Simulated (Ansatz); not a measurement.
**W under changes of volume**

One of the cells (15.848 Å³/atom); the others are scaled copies at fixed shape and fractional positions:

```
CELL_PARAMETERS angstrom
-1.58234 1.58234 1.58234
1.58234 -1.58234 1.58234
1.58234 1.58234 -1.58234
ATOMIC_POSITIONS crystal
W 0.00000 0.00000 0.00000
```

| Item | Value |
| --- | --- |
| Program | Ansatz 0.2.0 |
| Functional | PBEsol |
| Potentials or basis | Ansatz PAW |
| Cutoff | 420 eV (not typed: the program's choice for these potentials) |
| k mesh | 12 × 12 × 12 |
| Occupations | fermi-dirac, width 0.05 eV |
| Spin | spin-orbit coupling, no magnetisation |

| volume (Å³/atom) | energy over the lowest point (meV/atom) | pressure (GPa) |
| --- | --- | --- |
| 14.897 | 47.03 | 19.1 |
| 15.214 | 17.02 | 11.2 |
| 15.531 | ? | ? |
| 15.848 | 0.00 | -2.4 |
| 16.165 | 10.61 | -8.4 |
| 16.482 | 32.42 | -13.7 |
| 16.798 | 64.33 | -18.5 |

**Question.** What does the run at 15.531 Å³/atom give?

**Answer.** Energy over the lowest point 1.76 meV/atom; pressure 4.1 GPa.

Worked out: A Birch-Murnaghan fit of order 3 (a polynomial in V^(-2/3)) to the other rows has its minimum at 15.73 Å³/atom with B0 = V·E''(V) = 319 GPa and B' = 3.6. It gives 1.77 meV/atom at 15.531 Å³/atom, against the run's 1.76, and -dE/dV = 4.2 GPa, against 4.1.

Energies are extrapolated to zero smearing.

Caveats: the PAW data sets come from PBE, with cores solved anew for the run's functional, which leaves a small shift of forces and pressure.
